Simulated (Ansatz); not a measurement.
The cell is COD entry 9008835, as deposited and not checked against the literature; nothing was relaxed. The listed cell was then made from it by scaling, straining or moving an atom.

An input for BP: DFT, PBE, all-electron PAW with datasets made for the crystal, scalar-relativistic (Ansatz 0.2.0).

Command: `ansatz run input.yaml --threads 1 --pin off --max-ram 3072MiB --backend cpu --events-out ev --progress --plain --runs-dir out` The run took 22 s on 1 thread of Intel(R) Xeon(R) Platinum 8488C (Sapphire Rapids), with other jobs on the host, peak memory 0.58 GiB.

```yaml
crystal:
  lattice:
    - [0.0, 2.24631, 2.269]
    - [2.24631, 0.0, 2.269]
    - [2.24631, 2.24631, 0.0]
  atoms:
    - { symbol: B, position: [0.0, 0.0, 0.0] }
    - { symbol: P, position: [0.75, 0.75, 0.75] }
kpoints:
  mp_grid: { grid: [15, 15, 15] }
scf:
  occupations: { method: fermi_dirac, width: 0.05 }
hamiltonian:
  xc: pbe
  pseudopotentials: { kind: all_electron, datasets: crystal }
output:
  forces: true
  stress: true
  eigenvalues: true
  efg: { contact_densities: true }
```

Set-up and iterations as logged by Ansatz (the results part is left out, to be predicted):

```
hamiltonian.pseudopotentials.datasets: crystal makes datasets for this crystal and solves the spheres of its atoms anew in each pass: cutoff 300.0 eV, the density's 1200.0 eV; for an error of 0.50 meV an atom under PBE, 1.0 meV for the cell; an energy difference from a run of another recipe may be off by several times the error for the cell, under r2SCAN by more, where some 0.1 meV an atom stays at smaller errors; B in spheres of 0.937 Å, 3 of its electrons in bands; P in spheres of 1.011 Å, 5 of its electrons in bands, 8 on its site; only band paths and densities of states list, in semicore columns, the levels of the semicore shells that are solved separately: 2s of P, 2p of P
Engine: ansatz 0.2.0
Pseudopotentials: kind: all_electron
Pseudopotential: B, paw, valence charge 3, recommended cutoff 300 eV (normal), Koelling and Harmon's equation, gaussian nucleus
Pseudopotential: P, paw, valence charge 13, recommended cutoff 300 eV (normal), Koelling and Harmon's equation, gaussian nucleus
Functional definition: PBE
  parameter kappa = 0.804
  parameter beta = 0.06672455060314922
  exchange = pbe_x(kappa = kappa, mu = beta*pi^2/3)
  correlation = pbe_c(beta = beta)
Crystal: 2 atoms, lattice volume = 22.898 Å³
Basis set: ecut = 300 eV, 283 PW (Γ), exchange–correlation on 40×40×36 points (8 copies of the dense FFT grid, shifted against one another)
Bands: 8, of which v1, the nominal top of the filled ones, is band 4 counted from 1 (3 counted from 0)
Symmetry: 8 space group operations
Space group: I-4m2 (ITA 119), of the structure as read, at distance tolerance 2.8e-5 Å
k-points: 288 of 3375 (time reversal used)
Non-local potential: B, projectors of the file, l = 0: 1, l = 1: 1
Non-local potential: P, projectors of the file, l = 0: 1, l = 1: 1
PAW form: soft (Blöchl's): semilocal exchange-correlation on the pseudo side does not see the compensation charge
PAW one-centre angular grid: B, 110 points (default); XC on its mesh's 1955 points in the sphere
PAW one-centre angular grid: P, 110 points (default); XC on its mesh's 1889 points in the sphere
Initial density: superposition of atomic densities (neutral atoms: chi_scale 0, normalization atom)
Initial wavefunctions: pseudopotential atomic-orbital guess
Functional: x = pbe(κ = 0.804, μ = 0.2195149727645171), c = pbe(β = 0.06672455060314922)
iter 1 solved again at ethr=2.55e-2 eV; its pass at ethr=1.00e-1 eV (dr2=2.04e0 eV) is discarded
SCF iter   1: F=—  HF=-9986.550517 eV  |F-HF|=—  |Δ(HF+E_count)|=         —  Δρ=9.57e-2  dr2=2.27e0  ethr=2.55e-2  ⟨swp⟩=2.1  Hψ=13741  notcnv=0
iter 2 solved again at ethr=1.79e-3 eV; its pass at ethr=2.55e-2 eV (dr2=1.43e-1 eV) is discarded
SCF iter   2: F=—  HF=-9986.005809 eV  |F-HF|=—  |Δ(HF+E_count)|=   5.45e-1  Δρ=3.08e-2  dr2=1.52e-1  ethr=1.79e-3  ⟨swp⟩=2.9  Hψ=10460  notcnv=0  defer=16
SCF iter   3: F=—  HF=-9986.008275 eV  |F-HF|=—  |Δ(HF+E_count)|=   2.47e-3  Δρ=1.06e-2  dr2=1.91e-2  ethr=1.79e-3  ⟨swp⟩=2.3  Hψ=4711  notcnv=0  defer=8
SCF iter   4: F=—  HF=-9986.011765 eV  |F-HF|=—  |Δ(HF+E_count)|=   3.49e-3  Δρ=1.79e-3  dr2=3.85e-4  ethr=2.39e-4  ⟨swp⟩=2.7  Hψ=6265  notcnv=0  defer=41
SCF iter   5: F=—  HF=-9986.013141 eV  |F-HF|=—  |Δ(HF+E_count)|=   1.38e-3  Δρ=3.25e-4  dr2=1.57e-5  ethr=4.81e-6  ⟨swp⟩=3.0  Hψ=5871  notcnv=0
SCF iter   6: F=—  HF=-9986.013159 eV  |F-HF|=—  |Δ(HF+E_count)|=   1.73e-5  Δρ=8.40e-5  dr2=3.40e-7  ethr=1.96e-7  ⟨swp⟩=2.0  Hψ=3491  notcnv=0
iter 7 closing phase opened: the close's accurate solve read dr2=6.66e-8 eV against 6.25e-8 eV; the close is withheld, and while its budget lasts the loop goes on, solving accurately
SCF iter   7: F=-9986.013162 eV  HF=-9986.013162 eV  |F-HF|=3.87e-8  |Δ(HF+E_count)|=   3.32e-6  Δρ=1.67e-5  dr2=6.22e-8  ethr=4.24e-9  ⟨swp⟩=3.0  Hψ=9581  notcnv=0
SCF iter   8: F=—  HF=-9986.013162 eV  |F-HF|=—  |Δ(HF+E_count)|=  7.80e-10  Δρ=1.72e-5  dr2=6.70e-8  ethr=1.00e-12  ⟨swp⟩=2.0  Hψ=3249  notcnv=0
SCF iter   9: F=-9986.013162 eV  HF=-9986.013162 eV  |F-HF|=4.91e-11  |Δ(HF+E_count)|=   1.38e-8  Δρ=3.25e-6  dr2=1.34e-9  ethr=1.00e-12  ⟨swp⟩=4.0  Hψ=5758  notcnv=0
```

Task: What pressure will this run report?

Result: 4.54 GPa (positive in compression).
